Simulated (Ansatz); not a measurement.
Input of an Ansatz 0.2.0 run:

The input input.yaml:

```yaml
crystal:
  lattice:
    - [0.0, 3.19375, 3.19375]
    - [3.19375, 0.0, 3.19375]
    - [3.19375, 3.19375, 0.0]
  atoms:
    - { symbol: Ba, position: [0.0, 0.0, 0.0] }
    - { symbol: S, position: [0.5, 0.5, 0.5] }
kpoints:
  mp_grid: { grid: [6, 6, 6] }
scf:
  occupations: { method: fermi_dirac, width: 0.05 }
hamiltonian:
  xc: pbesol
  pseudopotentials: { kind: all_electron, datasets: crystal }
output:
  forces: true
  stress: true
  eigenvalues: true
  elf: true
  volumetric_format: npy
```

Potentials or basis: all-electron PAW datasets made for the crystal.

Launch:

```sh
$ ansatz run input.yaml --threads 2 --pin off --max-ram 8192MiB --backend cpu --events-out ev --progress --plain --runs-dir out
```

(1) Estimate the band gap on the k mesh.

(2) Predict the pressure.

## Answers

(1) 2.08 eV, indirect (least direct gap 2.19 eV).

(2) -1.1 GPa.

Caveat: spin-orbit coupling is left out, which moves the levels of the heavy elements.

**Experimental background.**

From a printed reference work, monograph, original work of 1988, for a bulk crystal of BaS at 2 K: band gap 3.806 eV (indirect).

Against the measured gap of BaS, 3.806 eV (indirect; 2 K; a printed reference work, monograph, original work of 1988), the calculated 2.08 eV is off by -1.72 eV. Spin-orbit coupling on Ba is left out. The value is that of PBEsol on a finite k mesh, which can miss the band edges, without temperature or zero-point motion. Semilocal functionals fall short of measured gaps as a rule.
